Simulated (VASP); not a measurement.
# BaS (Fm-3m) in VASP: a series of runs, part 3 of 3

VASP 6.6.1.

## 5. Band structure, r2SCAN, spin-orbit coupling, no magnetisation

INCAR reads:

```
ALGO     = Normal         # electronic algorithm
EDIFF    = 1E-6           # SCF threshold, eV
ENCUT    = 520            # plane-wave cutoff, eV
GGA_COMPAT= False        
ISIF     = 2              # what is computed and relaxed
ISMEAR   = -1             # smearing method
LASPH    = True           # aspherical terms in the spheres
LCHARG   = False          # write CHGCAR
LMIXTAU  = True         
LORBIT   = 11             # projections on sites
LREAL    = False          # projectors in reciprocal space
LSORBIT  = True           # spin-orbit coupling
LWAVE    = False          # write WAVECAR
MAGMOM   = 0 0 0 0 0 0    # initial moments
METAGGA  = R2SCAN         # meta-GGA
NBANDS   = 28             # bands
NELM     = 80             # most SCF steps
PREC     = Accurate       # precision mode
SIGMA    = 0.05           # smearing width, eV
```

KPOINTS reads:

```
k-points
0
Gamma
  5 5 5
```

POSCAR reads:

```
BaS
1.0
    0.0000000000      3.1937500000      3.1937500000
    3.1937500000      0.0000000000      3.1937500000
    3.1937500000      3.1937500000      0.0000000000
Ba S
1 1
Direct
    0.0000000000      0.0000000000      0.0000000000
    0.5000000000      0.5000000000      0.5000000000
```

KPOINTS_OPT reads:

```
path GXWKGLUWLK,UX
10
line-mode
reciprocal
 0.0000000000  0.0000000000  0.0000000000  G
 0.5000000000  0.0000000000  0.5000000000  X

 0.5000000000  0.0000000000  0.5000000000  X
 0.5000000000  0.2500000000  0.7500000000  W

 0.5000000000  0.2500000000  0.7500000000  W
 0.3750000000  0.3750000000  0.7500000000  K

 0.3750000000  0.3750000000  0.7500000000  K
 0.0000000000  0.0000000000  0.0000000000  G

 0.0000000000  0.0000000000  0.0000000000  G
 0.5000000000  0.5000000000  0.5000000000  L

 0.5000000000  0.5000000000  0.5000000000  L
 0.6250000000  0.2500000000  0.6250000000  U

 0.6250000000  0.2500000000  0.6250000000  U
 0.5000000000  0.2500000000  0.7500000000  W

 0.5000000000  0.2500000000  0.7500000000  W
 0.5000000000  0.5000000000  0.5000000000  L

 0.5000000000  0.5000000000  0.5000000000  L
 0.3750000000  0.3750000000  0.7500000000  K

 0.6250000000  0.2500000000  0.6250000000  U
 0.5000000000  0.0000000000  0.5000000000  X
```

Potentials or basis: VASP PAW PBE potentials, release 64 (Ba_sv, S).

On the command line:

```console
cat potpaw_PBE.64/Ba_sv/POTCAR potpaw_PBE.64/S/POTCAR > POTCAR
mpirun -np 1 vasp_ncl > vasp.out
```

OUTCAR:

```text
EDIFF = 1E-6
   ENCUT = 520
   ISIF = 2
   ISMEAR = -1
   LASPH = True
   LORBIT = 11
   LREAL = False
   LSORBIT = True
   METAGGA = R2SCAN
   NELM = 80
   PREC = Accurate

 ion  position               nearest neighbor table
   1  0.000  0.000  0.000-   2 3.19   2 3.19   2 3.19   2 3.19   2 3.19   2 3.19
   2  0.500  0.500  0.500-   1 3.19   1 3.19   1 3.19   1 3.19   1 3.19   1 3.19

  LATTYP: Found a face centered cubic cell.
 ALAT       =     6.3875000000

  Lattice vectors:

 A1 = (   0.0000000000,   3.1937500000,   3.1937500000)
 A2 = (   3.1937500000,   0.0000000000,   3.1937500000)
 A3 = (   3.1937500000,   3.1937500000,   0.0000000000)

Analysis of symmetry for initial positions (statically):
=====================================================================
 Subroutine PRICEL returns:
 Original cell was already a primitive cell.

 Routine SETGRP: Setting up the symmetry group for a
 face centered cubic supercell.

 Subroutine GETGRP returns: Found 48 space group operations
 (whereof 48 operations were pure point group operations)
 out of a pool of 48 trial point group operations.

The static configuration has the point symmetry O_h .

Analysis of symmetry for dynamics (positions and initial velocities):
=====================================================================
 Subroutine PRICEL returns:
 Original cell was already a primitive cell.

 Routine SETGRP: Setting up the symmetry group for a
 face centered cubic supercell.

[... 488 lines left out ...]
     3.193750000  0.000000000  3.193750000     0.156555773 -0.156555773  0.156555773
     3.193750000  3.193750000  0.000000000     0.156555773  0.156555773 -0.156555773

 POSITION                                       TOTAL-FORCE (eV/Angst)
 -----------------------------------------------------------------------------------
      0.00000      0.00000      0.00000        -0.000000      0.000000      0.000000
      3.19375      3.19375      3.19375         0.000000      0.000000     -0.000000
 -----------------------------------------------------------------------------------
    total drift:                                0.000000      0.000000      0.000000

  FREE ENERGIE OF THE ION-ELECTRON SYSTEM (eV)
  ---------------------------------------------------
  free  energy   TOTEN  =       -39.3818218521 eV

  energy  without entropy=      -39.3818218521  energy(sigma->0) =      -39.38182185

 Spin-Orbit-Coupling matrix elements

 Ion:    1  E_soc:     -0.3666322
 l=   1
     0.0000000    -0.0609248    -0.0609248
    -0.0609248     0.0000000    -0.0609248
    -0.0609248    -0.0609248     0.0000000
 l=   2
     0.0000000    -0.0000119     0.0000000    -0.0000119    -0.0001687
    -0.0000119     0.0000000    -0.0001265    -0.0000119    -0.0000422
     0.0000000    -0.0001265     0.0000000    -0.0001265     0.0000000
    -0.0000119    -0.0000119    -0.0001265     0.0000000    -0.0000422
    -0.0001687    -0.0000422     0.0000000    -0.0000422     0.0000000
 l=   3
     0.0000000     0.0000000     0.0000000     0.0000000     0.0000000     0.0000000     0.0000000
     0.0000000     0.0000000     0.0000000     0.0000000     0.0000000     0.0000000     0.0000000
     0.0000000     0.0000000     0.0000000     0.0000000     0.0000000     0.0000000     0.0000000
     0.0000000     0.0000000     0.0000000     0.0000000     0.0000000     0.0000000     0.0000000
     0.0000000     0.0000000     0.0000000     0.0000000     0.0000000     0.0000000     0.0000000
     0.0000000     0.0000000     0.0000000     0.0000000     0.0000000     0.0000000     0.0000000
     0.0000000     0.0000000     0.0000000     0.0000000     0.0000000     0.0000000     0.0000000

 Ion:    2  E_soc:     -0.0021820
 l=   1
     0.0000000    -0.0003637    -0.0003637
    -0.0003637     0.0000000    -0.0003637
    -0.0003637    -0.0003637     0.0000000
 l=   2
     0.0000000     0.0000000     0.0000000     0.0000000     0.0000000
     0.0000000     0.0000000     0.0000000     0.0000000     0.0000000
     0.0000000     0.0000000     0.0000000     0.0000000     0.0000000
     0.0000000     0.0000000     0.0000000     0.0000000     0.0000000
     0.0000000     0.0000000     0.0000000     0.0000000     0.0000000
 l=   3
     0.0000000     0.0000000     0.0000000     0.0000000     0.0000000     0.0000000     0.0000000
     0.0000000     0.0000000     0.0000000     0.0000000     0.0000000     0.0000000     0.0000000
     0.0000000     0.0000000     0.0000000     0.0000000     0.0000000     0.0000000     0.0000000
     0.0000000     0.0000000     0.0000000     0.0000000     0.0000000     0.0000000     0.0000000
     0.0000000     0.0000000     0.0000000     0.0000000     0.0000000     0.0000000     0.0000000
     0.0000000     0.0000000     0.0000000     0.0000000     0.0000000     0.0000000     0.0000000
     0.0000000     0.0000000     0.0000000     0.0000000     0.0000000     0.0000000     0.0000000

 total charge

# of ion       s       p       d       tot
------------------------------------------
    1        2.020   5.634   0.256   7.909
    2        1.309   2.460   0.000   3.769
--------------------------------------------------
tot          3.329   8.094   0.256  11.679

 magnetization (x)

# of ion       s       p       d       tot
------------------------------------------
    1        0.000   0.000   0.000   0.000
    2        0.000   0.000   0.000   0.000
--------------------------------------------------
tot          0.000   0.000   0.000   0.000

 magnetization (y)

# of ion       s       p       d       tot
------------------------------------------
    1        0.000   0.000   0.000   0.000
    2        0.000   0.000   0.000   0.000
--------------------------------------------------
tot          0.000   0.000   0.000   0.000

 magnetization (z)

# of ion       s       p       d       tot
------------------------------------------
    1        0.000   0.000   0.000   0.000
    2        0.000  -0.000   0.000  -0.000
--------------------------------------------------
tot          0.000  -0.000   0.000  -0.000
```

OSZICAR:

```text
N       E                     dE             d eps       ncg     rms          rms(c)
DAV:   1     0.640199784206E+02    0.64020E+02   -0.69792E+03   560   0.103E+03
DAV:   2    -0.366404310135E+02   -0.10066E+03   -0.93867E+02   728   0.200E+02
DAV:   3    -0.433958246386E+02   -0.67554E+01   -0.66922E+01   796   0.522E+01
DAV:   4    -0.435920223774E+02   -0.19620E+00   -0.19586E+00   808   0.797E+00
DAV:   5    -0.435944829797E+02   -0.24606E-02   -0.24598E-02   724   0.773E-01    0.505E+00
DAV:   6    -0.391262621844E+02    0.44682E+01   -0.14105E+00   700   0.867E+00    0.373E+00
DAV:   7    -0.388426271198E+02    0.28364E+00   -0.76551E-01   600   0.750E+00    0.186E+00
DAV:   8    -0.390953510114E+02   -0.25272E+00   -0.57224E-01   588   0.681E+00    0.186E+00
DAV:   9    -0.393775344269E+02   -0.28218E+00   -0.21939E-01   568   0.438E+00    0.139E+00
DAV:  10    -0.393297603420E+02    0.47774E-01   -0.78125E-02   640   0.233E+00    0.104E+00
[... 80 further cycles ...]
DAV:   7    -0.131370329149E+04   -0.69374E-05      708
DAV:   8    -0.131370329179E+04   -0.29857E-06      560
       N       E                     dE             ncg
DAV:   1    -0.259840066450E+03   -0.52836E+04      560
DAV:   2    -0.122280852891E+04   -0.96297E+03      748
DAV:   3    -0.128328707094E+04   -0.60479E+02      744
DAV:   4    -0.128475386055E+04   -0.14668E+01      884
DAV:   5    -0.128476953002E+04   -0.15669E-01      712
DAV:   6    -0.128477007269E+04   -0.54267E-03      724
DAV:   7    -0.128477009319E+04   -0.20502E-04      688
DAV:   8    -0.128477009403E+04   -0.83761E-06      604
```

Run time: 10 min. Hardware: 1 thread of Intel Xeon 6975P-C (Granite Rapids), shared host; peak memory 0.46 GiB.

Results:

| Property | Result |
| --- | --- |
| Free energy | -39.3818 eV |
| Pressure | 1.4 GPa |
| Valence electrons inside the program's atomic spheres | Ba 7.91; S 3.77 |

Caveat: the PAW data sets were made with another functional, which shifts forces and pressure a little.

## 6. Band structure, SCAN

INCAR reads:

```
PREC = Accurate
ENCUT = 520
EDIFF = 1E-6
ISMEAR = -1
SIGMA = 0.05
LREAL = F
LASPH = T
NELM = 80
ALGO = Normal
ISIF = 2
LWAVE = F
LCHARG = F
METAGGA = SCAN
LMIXTAU = T
NBANDS = 15
```

KPOINTS reads:

```
Automatic mesh
0
Gamma
  7 7 7
```

POSCAR is that of step 5.

KPOINTS_OPT is that of step 5.

Potentials or basis: VASP PAW PBE potentials, release 64 (Ba_sv, S).

On the command line:

```console
cat potpaw_PBE.64/Ba_sv/POTCAR potpaw_PBE.64/S/POTCAR > POTCAR
mpirun -np 1 vasp_std > vasp.out
```

It took 2.1 min on 1 thread of Intel Xeon 6975P-C (Granite Rapids), shared host; peak memory 0.22 GiB.

The run converged. Its results:

```yaml
Free_energy: -53.9077 eV
Pressure: 1.2 GPa
Band_gap_on_the_k_mesh: 2.52 eV, indirect (least direct gap 2.67 eV)
Band_gap_along_the_path: 2.46 eV, indirect (least direct gap 2.59 eV)
```

Levels at the corners of the path, in eV from the valence-band top:
```csv
point,band 6,band 7,band 8,band 9,band 10,band 11
Γ,0.00,0.00,0.00,4.18,4.31,4.31
X,-0.53,-0.14,-0.14,2.46,6.59,6.75
X,-0.53,-0.14,-0.14,2.46,6.59,6.75
W,-1.11,-0.49,-0.49,4.71,4.71,7.00
W,-1.11,-0.49,-0.49,4.71,4.71,7.00
K,-0.93,-0.60,-0.54,3.68,6.45,7.31
K,-0.93,-0.60,-0.54,3.68,6.45,7.31
Γ,0.00,0.00,0.00,4.18,4.31,4.31
Γ,0.00,0.00,0.00,4.18,4.31,4.31
L,-1.92,-1.08,-1.08,6.02,6.12,6.87
L,-1.92,-1.08,-1.08,6.02,6.12,6.87
U,-0.93,-0.60,-0.54,3.68,6.45,7.31
U,-0.93,-0.60,-0.54,3.68,6.45,7.31
W,-1.11,-0.49,-0.49,4.71,4.71,7.00
W,-1.11,-0.49,-0.49,4.71,4.71,7.00
L,-1.92,-1.08,-1.08,6.02,6.12,6.87
L,-1.92,-1.08,-1.08,6.02,6.12,6.87
K,-0.93,-0.60,-0.54,3.68,6.45,7.31
U,-0.93,-0.60,-0.54,3.68,6.45,7.31
X,-0.53,-0.14,-0.14,2.46,6.59,6.75
```

Caveat: the PAW data sets were made with another functional, which shifts forces and pressure a little; spin-orbit coupling is left out, which moves the levels of the heavy elements.

## 7. For comparison

An earlier run on the cell as given: functional PBEsol; potentials or basis VASP PAW PBE potentials, release 64 (Ba_sv, S); cutoff 520 eV; k mesh 7 × 7 × 7; occupations fermi-dirac, width 0.05 eV; no spin polarisation.

- Pressure: -0.5 GPa
- Band gap on the k mesh: 2.04 eV, indirect (least direct gap 2.19 eV)

## 8. The runs side by side

| task | level | potentials or basis | spin | k mesh | cutoff (eV) | smearing | ladder | cutoff of the response function | frequency points | empty bands | GW scheme | mesh quality | gap on the mesh (eV) | pressure (GPa) |
| --- | --- | --- | --- | --- | --- | --- | --- | --- | --- | --- | --- | --- | --- | --- |
| band structure | r2SCAN | VASP PAW PBE potentials, release 64 (Ba_sv, S) | SOC, no magnetisation | 6 × 6 × 6 | 520 | gaussian 0.02 eV | free | - | - | - | - | not flagged | - | 1.4 |
| G0W0 quasiparticle levels | PBE | VASP PAW PBE potentials, release 64 (Ba_sv_GW, S_GW) | off | 4 × 4 × 4 | 500 | gaussian 0.01 eV | - | 100 | 48 | 219 | G0W0 | coarse | - | - |
| band structure | r2SCAN | VASP PAW PBE potentials, release 64 (Ba_sv, S) | off | 7 × 7 × 7 | 520 | fermi-dirac 0.05 eV | - | - | - | - | - | not flagged | 2.53 | 1.4 |
| band structure | r2SCAN | VASP PAW PBE potentials, release 64 (Ba_sv, S) | SOC, no magnetisation | 5 × 5 × 5 | 520 | fermi-dirac 0.05 eV | - | - | - | - | - | not flagged | - | 1.4 |
| band structure | SCAN | VASP PAW PBE potentials, release 64 (Ba_sv, S) | off | 7 × 7 × 7 | 520 | fermi-dirac 0.05 eV | - | - | - | - | - | not flagged | 2.52 | 1.2 |
| single point | PBEsol | VASP PAW PBE potentials, release 64 (Ba_sv, S) | off | 7 × 7 × 7 | 520 | fermi-dirac 0.05 eV | free | - | - | - | - | not flagged | 2.04 | -0.5 |

Alike in all rows: cell as given.

Caveats: some runs use coarse meshes; the PAW data sets were made with another functional, which shifts forces and pressure a little (some runs); spin-orbit coupling is left out, which moves the levels of the heavy elements (some runs); bands, screening cutoff and mesh are small and nothing is extrapolated, so the quasiparticle values aren't converged (some runs); an odd mesh through Γ misses points on the zone boundary, where band edges often lie (some runs).

Absolute energies hang on the potentials; compare differences alone.

## 9. Against experiment

Step 4. A measured gap of BaS is 3.806 eV (indirect; 2 K; a printed reference work, monograph, original work of 1988); the calculated 2.46 eV misses it by -1.34 eV. Spin-orbit coupling on Ba is left out. The value is that of r2SCAN, without temperature or zero-point motion.

Step 6. Measured gap of BaS: 3.806 eV (indirect; 2 K; a printed reference work, monograph, original work of 1988). This calculation gives 2.46 eV (-1.35 eV). Spin-orbit coupling on Ba is left out. The value is that of SCAN, without temperature or zero-point motion.
